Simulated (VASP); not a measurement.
# GaN in VASP 6.6.1, single-point calculation

INCAR

```
IBRION = -1
LWAVE = .FALSE.
ISMEAR = -1
NELM = 120
ISIF = 2
LASPH = .TRUE.
NSW = 0
PREC = Accurate
NBANDS = 30
LCHARG = .FALSE.
LREAL = .FALSE.
GGA = PE
EDIFF = 1E-7
SIGMA = 0.02
ENCUT = 520
```

KPOINTS

```
KPOINTS created by Atomic Simulation Environment
0
Gamma
12 12 6
0 0 0
```

POSCAR

```
Ga N
 1.0000000000000000
     3.0558234010817764   -0.0000000000288674    0.0000000000000000
    -1.5279117005158882    2.6464206948302160    0.0000000000000000
     0.0000000000000000    0.0000000000000000    4.9762802200999996
 Ga  N
   2   2
Cartesian
  0.0000000000166667  1.7642804632105213 -0.0036375137309580
  1.5279117005492209  0.8821402315908270  2.4845025963190421
  0.0000000000166667  1.7642804632105213  1.8697425962684582
  1.5279117005492209  0.8821402315908270  4.3578827063184589
```

The recommended PBE PAW datasets give the neutral cell 36 valence electrons.

Command

```
mpirun -np 1 vasp_std
```

OSZICAR

```
N       E                     dE             d eps       ncg     rms          rms(c)
DAV:   1     0.291876514065E+03    0.29188E+03   -0.16734E+04  5518   0.232E+03
DAV:   2     0.109587107567E+02   -0.28092E+03   -0.25911E+03  4646   0.495E+02
DAV:   3    -0.269253361428E+02   -0.37884E+02   -0.37271E+02  5250   0.134E+02
DAV:   4    -0.281002060963E+02   -0.11749E+01   -0.11727E+01  5170   0.261E+01
DAV:   5    -0.281206400501E+02   -0.20434E-01   -0.20433E-01  5492   0.343E+00    0.117E+01
DAV:   6    -0.235505119576E+02    0.45701E+01   -0.74325E+00  7366   0.476E+01    0.315E+00
DAV:   7    -0.236467900959E+02   -0.96278E-01   -0.16032E+00  4872   0.822E+00    0.286E+00
DAV:   8    -0.236407116654E+02    0.60784E-02   -0.95852E-02  6916   0.473E+00    0.674E-01
DAV:   9    -0.236280490030E+02    0.12663E-01   -0.36125E-02  6818   0.350E+00    0.245E-01
DAV:  10    -0.236286124792E+02   -0.56348E-03   -0.29796E-03  5242   0.377E-01    0.621E-02
DAV:  11    -0.236285665370E+02    0.45942E-04   -0.33112E-04  7080   0.318E-01    0.139E-02
DAV:  12    -0.236285712398E+02   -0.47028E-05   -0.43292E-05  5916   0.826E-02    0.369E-03
DAV:  13    -0.236285721367E+02   -0.89691E-06   -0.56211E-06  5174   0.199E-02    0.109E-03
DAV:  14    -0.236285721663E+02   -0.29643E-07   -0.26879E-07  4906   0.569E-03
   1 F= -.23628572E+02 E0= -.23628572E+02  d E =-.514827E-11
```

From OUTCAR

```
k-points           NKPTS =     76   k-points in BZ     NKDIM =     76   number of bands    NBANDS=     30

   NELECT =      36.0000    total number of electrons

   dimension x,y,z NGX =    24 NGY =   24 NGZ =   40
   dimension x,y,z NGXF=    48 NGYF=   48 NGZF=   80

  energy-cutoff  :      520.00
  volume of cell :       40.24
      direct lattice vectors                 reciprocal lattice vectors
     3.055823401 -0.000000000  0.000000000     0.327244042  0.188934435  0.000000000
    -1.527911701  2.646420695  0.000000000     0.000000000  0.377868871  0.000000000
     0.000000000  0.000000000  4.976280220     0.000000000  0.000000000  0.200953314

 k-points in reciprocal lattice and weights: KPOINTS created by Atomic Simulation Env
   0.00000000  0.00000000  0.00000000       0.001
   0.08333333  0.00000000  0.00000000       0.007
   0.16666667  0.00000000  0.00000000       0.007
   0.25000000  0.00000000  0.00000000       0.007
   0.33333333  0.00000000  0.00000000       0.007
   0.41666667  0.00000000  0.00000000       0.007
   0.50000000  0.00000000  0.00000000       0.003
   0.08333333  0.08333333  0.00000000       0.007
   ...

 E-fermi :   7.2002

 k-point     1 :       0.0000    0.0000    0.0000
  band No.  band energies     occupation
      1     -10.3564      2.00000
      2      -9.0198      2.00000
      3      -6.8088      2.00000
      4      -6.7883      2.00000
      5      -6.7883      2.00000
      6      -6.6978      2.00000
      7      -6.6978      2.00000
      8      -6.4111      2.00000
      9      -6.4111      2.00000
     10      -6.2710      2.00000
     11      -6.2710      2.00000
     12      -5.0339      2.00000
     13      -1.1550      2.00000
     14       5.5976      2.00000
     15       5.5976      2.00000
     16       6.7430      2.00000
     17       6.8022      2.00000
     18       6.8022      2.00000
     19       9.5647      0.00000
     20      11.9045      0.00000
     21      16.7260      0.00000
     22      17.4339      0.00000
     23      17.4339      0.00000
     24      18.3759      0.00000
     25      19.4727      0.00000
     26      19.4727      0.00000
     27      22.0896      0.00000
     28      23.3507      0.00000
     29      23.3507      0.00000
     30      25.5779      0.00000

 k-point     2 :       0.0833    0.0000    0.0000
  band No.  band energies     occupation
      1     -10.2707      2.00000
      2      -8.9922      2.00000
      3      -6.8022      2.00000
      4      -6.7739      2.00000
      5      -6.7685      2.00000
      6      -6.6883      2.00000
      7      -6.6782      2.00000
      8      -6.4202      2.00000
      9      -6.4126      2.00000
     10      -6.2916      2.00000
     11      -6.2686      2.00000
     12      -4.9774      2.00000
     13      -1.0409      2.00000
     14       5.0465      2.00000
     15       5.4257      2.00000
     16       6.2290      2.00000
     17       6.6634      2.00000
     18       6.7302      2.00000
     19      10.0702      0.00000
     20      12.3533      0.00000
     21      16.4813      0.00000
     22      16.8984      0.00000
     23      17.6504      0.00000
     24      18.5148      0.00000
     25      19.0950      0.00000
     26      19.6535      0.00000
     27      21.3788      0.00000
     28      22.8482      0.00000
     29      23.9910      0.00000
     30      25.7404      0.00000

 ...

  Total        9.4044417      9.4044417      9.4989767      0.0000000      0.0000000      0.0000000
  in kB      374.4136197    374.4136197    378.1772864      0.0000000      0.0000000      0.0000000
  external PRESSURE =     375.6681753 kB  Pullay stress =       0.0000000 kB

 POSITION                                       TOTAL-FORCE (eV/Angst)
 -----------------------------------------------------------------------------------
      0.00000      1.76428      4.97264        -0.000000     -0.000000      0.007232
      1.52791      0.88214      2.48450         0.000000      0.000000      0.007232
      0.00000      1.76428      1.86974        -0.000000     -0.000000     -0.007232
      1.52791      0.88214      4.35788         0.000000      0.000000     -0.007232
 -----------------------------------------------------------------------------------
    total drift:                               -0.000000     -0.000000      0.000129

  FREE ENERGIE OF THE ION-ELECTRON SYSTEM (eV)
  ---------------------------------------------------
  free  energy   TOTEN  =       -23.6285721663 eV

  energy  without entropy=      -23.6285721663  energy(sigma->0) =      -23.62857217
```

It converged. Results: gap between bands v and c on the k mesh 2.76 eV; least direct gap on the k mesh 2.76 eV; pressure 37.6 GPa. Band v is the last that the valence electrons fill when counted band by band, and c is the next.

For comparison, a separate PBE run of the intended cell, on usual settings and not on those above, gives a gap of 2.76 eV on its mesh and a pressure of 37.6 GPa.

The run above took about 83 s on one core of a shared host (Intel Xeon Platinum 8488C) and held 0.21 GiB at most.
